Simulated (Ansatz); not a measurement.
Hf, 2 atoms in the cell. Symmetry: P6_3/mmc, No. 194, hexagonal system. The conventional cell has a = 3.197 Å, b = 3.197 Å, c = 5.058 Å, α = 90.00°, β = 90.00°, γ = 120.00°. Around Hf (site symmetry -6m2) lie 12 Hf at 3.13 to 3.20 Å. 

```yaml
Program: Ansatz 0.2.0
Task: relaxation of cell and atoms
Functional: PBEsol
Potentials_or_basis: Ansatz PAW
Cutoff: "420 eV (not typed: the program's choice for these potentials)"
k_mesh: 10 × 10 × 5
Occupations: fermi-dirac, width 0.05 eV
Spin: no spin polarisation
Target_pressure: 2 GPa
Target_pressure_GPa: 2
```

Potentials or basis: Ansatz PAW.

Launch:

```bash
$ ansatz run input.yaml --threads 2 --pin off --max-ram 5632MiB --backend cpu --events-out ev --progress --plain --runs-dir out
```

Hardware: 2 threads of Intel(R) Xeon(R) Processor @ 2.50GHz (Skylake/Cascade Lake), on a shared host.

Estimate the wall time of this run.

It took 18 s on 2 threads of Intel(R) Xeon(R) Processor @ 2.50GHz (Skylake/Cascade Lake) (shared host), peak memory 0.4 GiB. Counts: scf iterations 31, plane waves 833, k points 42, bands 32, ion steps 5.
